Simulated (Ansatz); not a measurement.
SnSe: course of a relaxation

Level of theory: Ansatz 0.2.0, DFT PBEsol, scalar-relativistic, plane waves, PAW. (420 eV cutoff, 8×8×8 k-mesh, Gaussian smearing of 0.02 eV, no spin polarisation)

What was changed in SbAs: As → Se, Sb → Sn on all its sites, cell and atoms relaxed.

Command:

```bash
ansatz run input.yaml --threads 1 --pin off --max-ram 2560MiB --backend cpu --events-out ev --progress --plain --runs-dir out
```

Input:

```yaml
crystal:
  lattice:
    - [2.0429675725, 1.1795078779, 3.3358616618]
    - [-2.0429675725, 1.1795078779, 3.3358616618]
    - [0.0, -2.3590157558, 3.3358616618]
  atoms:
    - { symbol: Sn, position: [0.5, 0.5, 0.5] }
    - { symbol: Se, position: [0.0, 0.0, 0.0] }
basis:
  ecutwfc: 420
kpoints:
  mp_grid: { grid: [8, 8, 8] }
hamiltonian:
  xc: pbesol
scf:
  occupations: { method: gaussian, width: 0.02 }
output:
  forces: true
  stress: true
  eigenvalues: true
relax:
  adjacent_minimum: "off"
  f_tol: 0.01
  max_steps: 60
  cell: { stress_tol: 0.1 }
```

F is the free energy. Steps run on the plane waves of an earlier cell, but the last one, and at times one on the way, on a freshly chosen basis, so a repeated geometry can differ a little in energy.

Steps:

```
step F − F(1) (eV) largest force component (eV/Å) V (Å³/atom) P (GPa)
   1         0.0000                           0.000       24.115     5.80
   2        -0.0423                           0.000       27.814    -2.82
   3        -0.0708                           0.000       26.483    -0.44
   4        -0.0714                           0.000       26.286    -0.03
   5        -0.0722                           0.000       26.286    -0.03
```

Relaxed structure:

```yaml
crystal:
  lattice:
    - [2.10246, 1.21386, 3.43330]
    - [-2.10246, 1.21386, 3.43330]
    - [0.00000, -2.42771, 3.43330]
  atoms:
    - { symbol: Sn, position: [0.50000, 0.50000, 0.50000] }
    - { symbol: Se, position: [0.00000, 0.00000, 0.00000] }
```

Symmetry: Fm-3m, No. 225, cubic system. Conventional cell: a = 5.947 Å, b = 5.947 Å, c = 5.947 Å, α = 90.00°, β = 90.00°, γ = 90.00°. Sn (site symmetry m-3m) has 6 Se at 2.97 Å as nearest neighbours. Se (site symmetry m-3m) is surrounded by 6 Sn at 2.97 Å.

The run converged. It took 18 s on 1 thread of Arm Neoverse V1, with other jobs on the host, peak memory 0.37 GiB.